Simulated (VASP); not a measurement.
Input of a VASP 6.6.1 run:

Contents of INCAR:

```
ALGO = Normal
EDIFF = 1E-7
EDIFFG = -0.005
ENCUT = 600
GGA = CA
IBRION = 2
ISIF = 3
ISMEAR = 0
LASPH = T
LCHARG = F
LREAL = F
LWAVE = F
NELM = 60
NSW = 90
PREC = Accurate
SIGMA = 0.02
```

The input KPOINTS:

```
k-points
0
Gamma
  8 8 8
```

POSCAR

```
ZnSe
1.0
    0.0000000000      2.8324425400      2.8324425400
    2.8324425400      0.0000000000      2.8324425400
    2.8324425400      2.8324425400      0.0000000000
Zn Se
1 1
Direct
    0.0000000000      0.0000000000      0.0000000000
    0.2500000000      0.2500000000      0.2500000000
```

Potentials or basis: VASP PAW LDA potentials, release 64 (Zn, Se).

Command:

```console
$ cat potpaw_LDA.64/Zn/POTCAR potpaw_LDA.64/Se/POTCAR > POTCAR
$ mpirun -np 1 vasp_std > vasp.out
```

Q: Predict the band gap on the k mesh.

A: 1.27 eV, direct.

Q: Estimate the relaxed cell.

A: a = 3.943 Å, b = 3.943 Å, c = 3.943 Å, α = 60.00°, β = 60.00°, γ = 60.00°.

The path:
```
step  energy change (eV)  largest force (eV/Å)  pressure (GPa)  volume (Å³)
   1              0.0000                0.0000           -3.04        45.45
   2             -0.0184                0.0000            1.15        42.67
   3             -0.0208                0.0000            0.00        43.34
```

A hybrid or GW would open this gap; LDA tends to underestimate it.
